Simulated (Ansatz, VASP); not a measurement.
**One calculation of CdSe, two programs**

INCAR

```
SYSTEM = CdSe
ALGO = Normal
EDIFF = 1E-6
ENCUT = 520
GGA = PS
ISIF = 2
ISMEAR = 0
LASPH = .True.
LCHARG = .True.
LELF = .True.
LREAL = .False.
LVHAR = .True.
LWAVE = .False.
NBANDS = 16
NELM = 60
PREC = Accurate
SIGMA = 0.05
```

KPOINTS

```
k-points
0
Gamma
  10 10 10
  0 0 0
```

File POSCAR:

```
CdSe
1.0
    0.0000000000      2.9685882817      2.9685882817
    2.9685882817      0.0000000000      2.9685882817
    2.8906133628      2.8906133628      0.0779749189
Cd Se
1 1
Direct
    0.0000000000      0.0000000000      0.0000000000
    0.7500000000      0.7500000000      0.7500000000
```

Input for Ansatz:

```yaml
crystal:
  lattice:
    - [0.0, 2.9685882817, 2.9685882817]
    - [2.9685882817, 0.0, 2.9685882817]
    - [2.8906133628, 2.8906133628, 0.0779749189]
  atoms:
    - { symbol: Cd, position: [0.0, 0.0, 0.0] }
    - { symbol: Se, position: [0.75, 0.75, 0.75] }
basis:
  ecutwfc: 420
kpoints:
  mp_grid: { grid: [10, 10, 10] }
hamiltonian:
  xc: pbesol
scf:
  occupations: { method: gaussian, width: 0.05 }
output:
  forces: true
  stress: true
  eigenvalues: true
```

Alike in both runs: task single point; functional PBEsol; k mesh 10 × 10 × 10; occupations gaussian, width 0.05 eV; no spin polarisation.

|  | VASP | Ansatz |
| --- | --- | --- |
| version | VASP 6.6.1 | Ansatz 0.2.0 |
| potentials or method | VASP PAW PBE potentials, release 64 (Cd, Se) | scalar-relativistic, plane waves, PAW |
| plane-wave cutoff (eV) | 520 | 420 |
| valence electrons in the cell | 18 | 36 |

```tsv
	VASP	Ansatz	Ansatz less VASP
gap on the k mesh at the Fermi level (eV)	0.62	0.62	-0.006
least direct gap on the mesh (eV)	0.62	0.62	-0.006
pressure (GPa)	8.4	7.8	-0.57
largest component of the traceless stress (GPa)	2.03	1.98	-0.051
rms of the force components (eV/Å)	0.335	0.324	-0.0117
```

Atom by atom the forces differ by 0.012 eV/Å (rms over components). The two sets of potentials don't hold the same shells in valence.

Caveats: the PAW data sets were made with another functional, which shifts forces and pressure a little (VASP).
